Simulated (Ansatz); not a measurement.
**Rb: pressure up to the limit of the methods**

How does Rb (sc type) answer strong compression? The runs shown use PAW. Its runs: cell relaxed at zero pressure (PAW); volume scaled by 1 (PAW); volume scaled by 0.9 (PAW); volume scaled by 0.8 (PAW); volume scaled by 0.7 (PAW); volume scaled by 0.6 (PAW); volume scaled by 0.5 (PAW); volume scaled by 0.4 (PAW and PAW (partial_waves polarizable)).

Computed with Ansatz 0.2.0 (DFT, PBE, PAW with Ansatz's default frozen-core files, scalar-relativistic, unless a step's input says otherwise).

### 1 The system as given

It takes space group Pm-3m (No. 221, cubic). The conventional cell has a = 4.619 Å, b = 4.619 Å, c = 4.619 Å, α = 90.00°, β = 90.00°, γ = 90.00°.

Coordinates:

```
CELL_PARAMETERS angstrom
4.61869 0.00000 0.00000
0.00000 4.61869 0.00000
0.00000 0.00000 4.61869
ATOMIC_POSITIONS crystal
Rb 0.00000 0.00000 0.00000
```

Whether this phase is the stable one at these pressures isn't tested.

### 2 Cell relaxed at zero pressure, PAW

input.yaml

```yaml
crystal:
  lattice:
    - [4.618690808, 0.0, 0.0]
    - [0.0, 4.618690808, 0.0]
    - [0.0, 0.0, 4.618690808]
  atoms:
    - { symbol: Rb, position: [0.0, 0.0, 0.0] }
kpoints:
  mp_grid: { grid: [9, 9, 9] }
scf:
  occupations: { method: fermi_dirac, width: 0.08 }
hamiltonian:
  xc: pbe
  pseudopotentials: { kind: paw }
output:
  forces: true
  stress: true
relax:
  f_tol: 0.005
  max_steps: 40
  cell: {}
```

The run is started by

```sh
$ ansatz run input.yaml --threads 1 --pin off --max-ram 2048MiB --backend cpu --events-out ev --progress --plain --runs-dir out
```

The runs that follow: Volume scaled by 1, PAW; Volume scaled by 0.9, PAW; Volume scaled by 0.8, PAW; Volume scaled by 0.7, PAW; Volume scaled by 0.6, PAW; Volume scaled by 0.5, PAW; Volume scaled by 0.4, PAW; Volume scaled by 0.4, PAW (partial_waves polarizable).

Q: Predict the outcome of this session. Wanted: PAW pressure at 0.4 of the volume; PAW; fitted bulk modulus at zero pressure.

As calculated:

```
                                                     quantity    value
                            PAW pressure at 0.4 of the volume  8.5 GPa
PAW (partial_waves polarizable) pressure at 0.4 of the volume  8.5 GPa
                   fitted bulk modulus at zero pressure (PAW)  2.5 GPa
                                      its pressure derivative     3.34
```

At 0.4 of the starting volume PAW gives 8.5 GPa. One third-order Birch-Murnaghan curve follows these points (B₀ = 2.5 GPa, B′ = 3.34, misfit at most 0.07 GPa). A fit over so wide a range leans to the high pressures, so B₀ can be off by several per cent. No all-electron run checks these rows here, and frozen cores can fail under such compression. The ions are at rest, and the electrons smeared by 0.08 eV.
